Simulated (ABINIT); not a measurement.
Crystal: NbP.

```
Nb P
1.0
    -1.67492    1.67492    5.74011
     1.67492   -1.67492    5.74011
     1.67492    1.67492   -5.74011
Nb P
2 2
Direct
  0.24988 0.74988 0.50000
  0.49988 0.49988 0.00000
  0.83275 0.33275 0.50000
  0.08275 0.08275 0.00000
```

The cell is a database's computed one.

Base run:

* Program: ABINIT 10.8.3 (patched build)
* Functional: PBEsol
* Potentials or basis: JTH PAW PBE v2.0
* Cutoff: 544 eV
* k mesh: 7 × 7 × 7
* Occupations: fermi-dirac, width 0.05 eV
* Spin: no spin polarisation

Its results: band gap on the k mesh 0.05 eV, direct; pressure -6.5 GPa; largest force 0.025 eV/Å.

Q: After a change of settings the same cell gave: band gap on the k mesh none (metal or under the smearing width); pressure -6.1 GPa; largest force 0.015 eV/Å. Which change was it?
A. functional from PBEsol to PBE
B. functional from PBEsol to PBE; k mesh from 7 × 7 × 7 to 4 × 4 × 4
C. functional from PBEsol to PBE; k mesh from 7 × 7 × 7 to 9 × 9 × 9
D. k mesh from 7 × 7 × 7 to 4 × 4 × 4

A: D.

Caveats: some runs use coarse meshes; the PAW data sets were made with another functional, which shifts forces and pressure a little; an odd mesh through Γ misses points on the zone boundary, where band edges often lie (some runs).

Not every run made on this cell is shown here.
